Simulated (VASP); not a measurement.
Bi: relaxation of cell and atoms with r2SCAN

Bi:

```
CELL_PARAMETERS angstrom
2.26750 1.30914 3.93800
-2.26750 1.30914 3.93800
0.00000 -2.61828 3.93800
ATOMIC_POSITIONS crystal
Bi 0.76600 0.76600 0.76600
Bi 0.23400 0.23400 0.23400
```

```
Program                : VASP 6.6.1
Task                   : relaxation of cell and atoms
Functional             : r2SCAN
Potentials or basis    : VASP PAW PBE potentials, release 64 (Bi_d)
Cutoff                 : 600 eV
k mesh                 : 6 × 6 × 6
Occupations            : gaussian, width 0.02 eV
Spin                   : no spin polarisation
Ladder                 : gaps
Further INCAR settings : ALGO = Normal; EDIFF = 1e-06; IBRION = 2; EDIFFG = -0.01; NSW = 60; ISIF = 3
```

```
Relaxed volume                         : 36.78 Å³/atom
Relaxed cell                           : a = 4.886 Å, b = 4.886 Å, c = 4.886 Å, α = 55.33°, β = 55.33°, γ = 55.33°
Space group after relaxing (to 0.05 Å) : R-3m (No. 166)
Energy gained by relaxing              : 8.7 meV/atom
Ionic steps                            : 10
Pressure after relaxing                : 0.0 GPa
Largest force after relaxing           : 0.004 eV/Å
Band gap on the k mesh                 : 0.07 eV, indirect (least direct gap 0.29 eV)
```

Forces on the atoms (eV/Å):
```
Bi   0.000  0.000 -0.004
Bi   0.000  0.000  0.004
```

Step by step:
| step | energy change (eV) | largest force (eV/Å) | pressure (GPa) | volume (Å³) |
| --- | --- | --- | --- | --- |
| 1 | 0.0000 | 0.0535 | 1.24 | 70.14 |
| 2 | -0.0073 | 0.2076 | -0.54 | 72.94 |
| 3 | -0.0083 | 0.1647 | -0.10 | 72.21 |
| 4 | -0.0119 | 0.1193 | -0.08 | 72.47 |
| 5 | -0.0162 | 0.0155 | 0.05 | 72.98 |
| 6 | -0.0123 | 0.2258 | 0.41 | 73.98 |
| 7 | -0.0168 | 0.0510 | 0.15 | 73.25 |
| 8 | -0.0170 | 0.0084 | -0.23 | 73.93 |
| 9 | -0.0171 | 0.0142 | -0.09 | 73.68 |
| 10 | -0.0173 | 0.0042 | 0.00 | 73.55 |

Final structure:
```yaml
crystal:
  lattice:
    - [2.26890, 1.30995, 4.12467]
    - [-2.26890, 1.30995, 4.12467]
    - [0.00000, -2.61990, 4.12467]
  atoms:
    - { symbol: Bi, position: [0.76889, 0.76889, 0.76889] }
    - { symbol: Bi, position: [0.23111, 0.23111, 0.23111] }
```

Levels at points of the mesh, in eV from the valence-band top:
```tsv
k point	band 13	band 14	band 15	band 16	band 17	band 18
(0.00, 0.00, 0.00)	-1.56	-1.07	-1.07	2.44	3.06	3.06
(0.50, 0.00, 0.00)	-1.63	-1.33	-0.21	0.07	0.85	1.53
(0.50, 0.50, 0.00)	-4.48	-2.94	-2.72	2.65	5.02	5.88
(0.50, 0.50, 0.50)	-0.64	-0.56	-0.56	1.14	1.14	1.17
```

Wall time 17 min on 1 thread of Intel(R) Xeon(R) 6975P-C (Granite Rapids), with other jobs on the host, peak memory 0.29 GiB.

Caveat: the PAW data sets were made with another functional, which shifts forces and pressure a little; spin-orbit coupling is left out, which as a rule narrows the gap of such compounds by several tenths of an eV. r2SCAN opens gaps a little over a GGA but as a rule still falls short of measured ones.
